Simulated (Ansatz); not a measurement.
Base system: NaBr in the rock salt structure (space group Fm-3m, No. 225; a = 5.948 Å). Axes: x, y, z lie along the cube axes.

Method: r2SCAN/PAW in Ansatz (a program for electronic structure), scalar-relativistic without spin-orbit coupling.

Strains are applied to the cell and any free atomic positions relax; under biaxial strain the out-of-plane vector relaxes too.

One change was made to it. Results:

```tsv
quantity	base	after
valence-band top at Γ (three highest levels, from the VBM)	0.00, 0.00, 0.00 eV	0.00, -0.05, -0.11 eV
band gap	4.98 eV	4.86 eV
volume per atom	26.30 Å³	26.86 Å³
```

Question: Which change produced these results?
A) biaxial strain +0.61 %, plane normal [001], relaxed out of plane
B) biaxial strain +1.59 %, plane normal [110], relaxed out of plane
C) biaxial strain −4.38 %, plane normal [001], relaxed out of plane
D) biaxial strain +2.76 %, plane normal [001], relaxed out of plane

Answer: B, biaxial strain +1.59 %, plane normal [110], relaxed out of plane. For comparison, the valence-band top at Γ in the other runs: biaxial strain +2.76 %, plane normal [001], relaxed out of plane gives 0.00, 0.00, -0.04 eV; biaxial strain +0.61 %, plane normal [001], relaxed out of plane gives 0.00, 0.00, -0.01 eV; biaxial strain −4.38 %, plane normal [001], relaxed out of plane gives 0.00, -0.03, -0.03 eV.

A biaxial case was relaxed in a doubled cell and then solved in the primitive one. Stability against distortions was not tested.
